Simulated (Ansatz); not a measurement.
Rocksalt BeS, relaxed with r2SCAN: it is cubic, Fm-3m (No. 225); a = 4.635 Å in the conventional setting, 12.44 Å³ an atom. Be is surrounded by 6 S at 2.32 Å; S is surrounded by 6 Be at 2.32 Å. One-shot G0W0@PBE in the PAW code Ansatz on a 6×6×6 mesh (contour deformation, no spin-orbit coupling), from a PBE gap of 0.974 eV over the mesh points (the G0W0 gap is indirect on the mesh); the number N of bands summed and the screening cutoff rise together. No spin polarisation. The prototype was imposed, so other structures may be more stable.

| N | cutoff (eV) | 1000/N | G0W0 gap (eV) |
| --- | --- | --- | --- |
| 60 | 100 | 16.667 | 1.648 |
| 140 | 180 | 7.143 | 1.789 |

**Question.** Lay a straight line in 1000/N through these rows.

**Answer.** The slope is -0.0148 eV per unit of 1000/N and the intercept 1.895 eV.

**Question.** Predict the gap at N = 268 (260 eV).

**Answer.** 1.895 + (-0.0148) × 3.731 = 1.840 eV; the run gives 1.847 eV, +0.007 eV from the line.

**Question.** With that run's result added, what limit do the last two rows suggest?

**Answer.** Their slope is (1.847 − 1.789)/(3.731 − 7.143) = -0.0170, which meets 1/N = 0 at 1.91 eV, against 1.895 eV from the first line. The slope steepens, so 1/N isn't yet asymptotic and the true limit probably lies higher still; the k mesh isn't extrapolated.
